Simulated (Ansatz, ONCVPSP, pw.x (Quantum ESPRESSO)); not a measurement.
## Equation-of-state test of one ONCV potential (Zr (Z = 40))

- Element: zirconium
- Generator: ONCVPSP 4.0.1.1 (patched build)
- Type: optimised norm-conserving Vanderbilt (ONCV)
- Functional: PBE
- Relativity: scalar-relativistic
- Frozen core: [Kr]
- Valence charge: 4
- Reference configuration: 4d2 5s2
- Partial waves: 5s: rc 2.85 bohr, ncon 5, nbas 8, qcut 2.3 1/bohr, 2 projectors, debl 1.2 Ha; p scattering state at 0.34 Ha: rc 2.75 bohr, ncon 3, nbas 6, qcut 3.4 1/bohr, 2 projectors, debl 2.6 Ha; 4d: rc 1.85 bohr, ncon 4, nbas 8, qcut 5.2 1/bohr, local
- Local potential: the d channel
- Core correction: none

In the p channel the program set the typed energies aside and used 0.050, 2.650 Ha.

Atomic tests: cutoffs needed: 14 Ha and 44 Ha (the cutoffs (Ha) at which the residual kinetic energy of the hardest occupied pseudo-wave falls to 1 and 0.1 mHa per electron); ghost test: no bound ghost flagged; GHOST(+) flagged for s at 2.65 eV, p at 58.7 eV; configuration tests: 2 of 4 tests not solved or not reliable.

Crystal test: bcc Zr in pw.x 7.5, no spin, 13³ k-points, Fermi–Dirac smearing 0.01 Ry, cutoffs 105/420 Ry. The reference is all-electron LAPW (Ansatz 0.2.0) with the same functional, mesh and smearing; V0 and B0 come from Birch–Murnaghan fits to the pressures at five volumes. Errors are pseudo minus all-electron; Δ is the rms difference of the E(V) curves that follow from these fits, minima aligned, over ±6 % about the mean V0. Mesh and smearing are coarse, so the numbers serve the comparison and aren't converged zero-temperature values; the lattice is a test structure that the element need not adopt.

All-electron: a0 = 3.582 Å (V0 = 22.98 Å³/atom), B0 = 86.4 GPa.

**Question.** How far does the potential miss the all-electron equation of state?

**Answer.** mean pressure error (GPa): +0.27; a0 (Å): 3.586; a0 error (%): +0.11; B0 error (%): -6.0; Δ (meV/atom): 1.4. The generator flags a localised state at positive energy (s at 3 eV). Atomic configuration tests: 2 of 4 tests not solved or not reliable.

```tsv
V (Å³/atom)	P all-electron (GPa)	P pseudo (GPa)
21.920	4.41	4.43
22.497	1.91	2.08
23.074	-0.34	-0.05
23.651	-2.37	-1.98
24.228	-4.19	-3.73
```

**Question.** At the middle volume, how do free energy and pressure move when the wave cutoff is lowered (ecutrho kept at four times it)?

**Answer.**

| cutoff (Ry) | shift of F (meV/atom) | shift of P (GPa) |
| --- | --- | --- |
| 47 | +9.0 | -0.08 |
| 63 | +5.4 | +0.03 |
| 84 | +0.8 | +0.00 |

The run at the middle volume (84 k-points, 7 iterations) took about 21 s on one core of a shared host (Neoverse-V2, 32 threads, 247 GiB, load 19).
